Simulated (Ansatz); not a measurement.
# ZrC, space group Fm-3m: a charge-density difference against the sublattices

Computed with Ansatz 0.2.0, Python API.

At the Python prompt:
```pycon
>>> import ansatz as az
>>> import numpy as np
>>> VECTORS = np.array([
...     [0.0, 2.365, 2.365],
...     [2.365, 0.0, 2.365],
...     [2.365, 2.365, 0.0],
... ])
>>> SITES = [
...     ("Zr", [0.5, 0.5, 0.5]),
...     ("C", [0.0, 0.0, 0.0]),
... ]
>>> def crystal_on(cell):
...     crystal = az.Crystal(lattice=az.Lattice.of(cell))
...     for symbol, position in SITES:
...         crystal = crystal.atom(symbol, position)
...     return crystal
...
>>> # same cell, cutoff and mesh for the crystal and its parts
>>> def solve(crystal):
...     return (
...         crystal.calculation()
...         .functional("PBE")
...         .occupations("gaussian", width=0.15)
...         .basis(460, grid_basis="typed")
...         .kpoints(11, 11, 11)
...         .density()
...         .run(threads=1)
...     )
...
>>> whole = solve(crystal_on(VECTORS))
>>> difference = whole.density().channels[0].density_e_per_ang3.copy()
>>> binding = whole.report["free_energy_ev"]
>>> for element in ["Zr", "C"]:
...     part = az.Crystal(lattice=az.Lattice.of(VECTORS))
...     for symbol, position in SITES:
...         if symbol == element:
...             part = part.atom(symbol, position)
...     alone = solve(part)
...     difference -= alone.density().channels[0].density_e_per_ang3
...     binding -= alone.report["free_energy_ev"]
...     print(f"{element} sublattice: {alone.report['n_electrons']:g} electrons, {alone.report['n_iterations']} iterations")
...
Zr sublattice: 12 electrons, 6 iterations
C sublattice: 4 electrons, 6 iterations
>>> voxel = abs(np.linalg.det(VECTORS)) / difference.size
>>> print(f"energy of the crystal less its unpolarised sublattices: {binding / len(SITES):.4f} eV/atom")
energy of the crystal less its unpolarised sublattices: -4.5073 eV/atom
>>> print(f"net charge of the difference {difference.sum() * voxel:.5f} e, charge rearranged {0.5 * np.abs(difference).sum() * voxel:.3f} e")
net charge of the difference 0.00000 e, charge rearranged 0.604 e
>>> print(f"extremes {difference.min():.4f} and {difference.max():.4f} e/A^3")
extremes -0.1003 and 0.2559 e/A^3
>>> for (symbol, position) in SITES:
...     index = tuple(int(round(p * n)) % n for p, n in zip(position, difference.shape))
...     print(f"  change of the pseudo-density at the grid point nearest {symbol}: {difference[index]:+.4f} e/A^3")
...
  change of the pseudo-density at the grid point nearest Zr: -0.0752 e/A^3
  change of the pseudo-density at the grid point nearest C: +0.2559 e/A^3
>>> profile = difference.mean(axis=(0, 1))
>>> print("planar mean along the third vector:", np.round(profile[:: max(len(profile) // 12, 1)], 4))
planar mean along the third vector: [ 0.0205  0.0177  0.013   0.0065 -0.0054 -0.0243 -0.0355 -0.0243 -0.0054
  0.0065  0.013   0.0177]
```

What to keep in mind:
- Spin is left out of this run.
- For a metal this k-point mesh is coarse: on a finer one energies can move by several to tens of meV an atom and pressures by half a GPa or more, differences at one mesh by less.
- Of the deposited cell: the entry's cell lengths or inner coordinates differ somewhat from later room-temperature determinations.
- Grid values close to the nuclei reflect the PAW or pseudopotential construction, not the all-electron fields.
- The structure is a deposited one; some such entries were measured under pressure or heat, so a shift against it needn't be the functional's error alone.
- Charge moved counts every rearrangement, bonding and polarisation too, and is no transfer between atoms; the bare sublattices are artificial references. Values near the nuclei depend on the potentials.
- Hardware and time: 1.6 s on 1 thread of Intel(R) Xeon(R) 6975P-C (Granite Rapids), with other jobs on the host, peak memory 0.37 GiB.
